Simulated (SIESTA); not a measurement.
## YN under changes of volume

One of the cells (14.790 Å³/atom); the others are scaled copies at fixed shape and fractional positions:

```
CELL_PARAMETERS angstrom
0.00000 2.45465 2.45465
2.45465 0.00000 2.45465
2.45465 2.45465 0.00000
ATOMIC_POSITIONS crystal
Y 0.00000 0.00000 0.00000
N 0.50000 0.50000 0.50000
```

| Quantity | Value |
| --- | --- |
| Program | SIESTA 5.4.2 |
| Functional | PBE |
| Potentials or basis | PseudoDojo 0.4 standard (PBE files) |
| Basis | DZP (energy shift 0.002 Ry; radii capped at 9.5 bohr) |
| Grid cutoff | 800 Ry |
| Energy shift | 0.002 Ry |
| k mesh | 9 × 9 × 9 |
| Occupations | fermi-dirac, width 0.05 eV |
| Spin | no spin polarisation |

| volume (Å³/atom) | energy over the lowest point (meV/atom) | pressure (GPa) |
| --- | --- | --- |
| 13.630 | 63.58 | 17.3 |
| 13.920 | ? | ? |
| 14.210 | 17.35 | 8.6 |
| 14.790 | 0.00 | 1.2 |
| 15.080 | 0.65 | -1.8 |
| 15.370 | 6.47 | -4.6 |

Problem. What does the run at 13.920 Å³/atom give?

Solution. Energy over the lowest point 36.49 meV/atom; pressure 12.7 GPa.

Worked out: A Birch-Murnaghan fit of order 3 (a polynomial in V^(-2/3)) to the other rows has its minimum at 14.91 Å³/atom with B0 = V·E''(V) = 161 GPa and B' = 4.1. It gives 36.46 meV/atom at 13.920 Å³/atom, against the run's 36.49, and -dE/dV = 12.7 GPa, against 12.7.

Energies are extrapolated to zero smearing.

Caveats: semicore shells carry a single zeta, which can move pressures by several GPa and volumes by a few percent; the basis of atomic orbitals isn't converged, which shifts pressures, moduli and gaps.
